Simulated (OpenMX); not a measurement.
**CdSe (Cadmoselite): band structure with PBE**

**What was measured.**

From a printed reference work, data compilation, for a bulk crystal of CdSe at 2 K: band gap 1.841 eV.

Crystal: CdSe (Cadmoselite).

```xyz
4
Lattice="4.3000 0.0000 0.0000 -2.1500 3.7239 0.0000 0.0000 0.0000 7.0200" Properties=species:S:1:pos:R:3 pbc="T T T"
Cd    2.1500    1.2413    3.5100
Cd    0.0000    2.4826    0.0000
Se    2.1500    1.2413    6.2127
Se    0.0000    2.4826    2.7027
```

```yaml
Program: OpenMX 3.8.5
Task: band structure
Functional: PBE
Potentials_or_basis: OpenMX 2013 PBE set, Cd7.0-s3p2d2, Se7.0-s3p2d2, grid cutoff 500 Ry
k_mesh: 7 × 7 × 5
Occupations: fermi-dirac, width 0.05 eV
Spin: no spin polarisation
Mixing_scheme: rmm-diisk
SCF_threshold: 1e-08 Ha
Solver: band
Max_SCF_cycles: 100
```

The pressure is 3.6 GPa. The largest force is 0.330 eV/Å and the band gap on the k mesh is 0.89 eV, direct. The band gap along the path is 0.89 eV, direct. The mulliken charges are Cd +0.36; Se -0.36 e.

Forces on the atoms (eV/Å):
```
Cd   0.006 -0.003  0.330
Cd  -0.006  0.003  0.330
Se   0.007 -0.003 -0.330
Se  -0.007  0.003 -0.330
```

Levels at the corners of the path, in eV from the valence-band top:
```csv
point,band 16,band 17,band 18,band 19,band 20,band 21
Γ,-0.01,-0.01,0.00,0.89,2.22,5.86
M,-1.89,-1.25,-0.85,3.34,3.37,4.91
K,-1.82,-1.81,-1.81,4.55,4.87,4.87
Γ,-0.01,-0.01,0.00,0.89,2.22,5.86
A,-0.39,-0.39,-0.39,2.49,2.49,6.05
L,-1.41,-1.30,-1.30,3.06,3.06,4.83
H,-2.53,-1.07,-1.07,3.88,3.88,6.13
A|L,-0.39,-0.39,-0.39,2.49,2.49,6.05
M|K,-1.89,-1.25,-0.85,3.34,3.37,4.91
H,-2.53,-1.07,-1.07,3.88,3.88,6.13
```

Wall time 2.2 min on 1 thread of Arm Neoverse V1 (shared host), peak memory 1.2 GiB.

Against the measured gap of CdSe, 1.841 eV (2 K; a printed reference work, data compilation), the calculated 0.89 eV is off by -0.95 eV. Spin-orbit coupling on Cd, Se is left out. The value is that of PBE in an atomic basis (OpenMX 2013 PBE set, Cd7.0-s3p2d2, Se7.0-s3p2d2, grid cutoff 500 Ry), whose error adds to the functional's,, without temperature or zero-point motion. Semilocal functionals fall short of measured gaps as a rule.

Caveat: Mulliken charges move with the basis; the basis of atomic orbitals isn't converged, which shifts pressures, moduli and gaps.
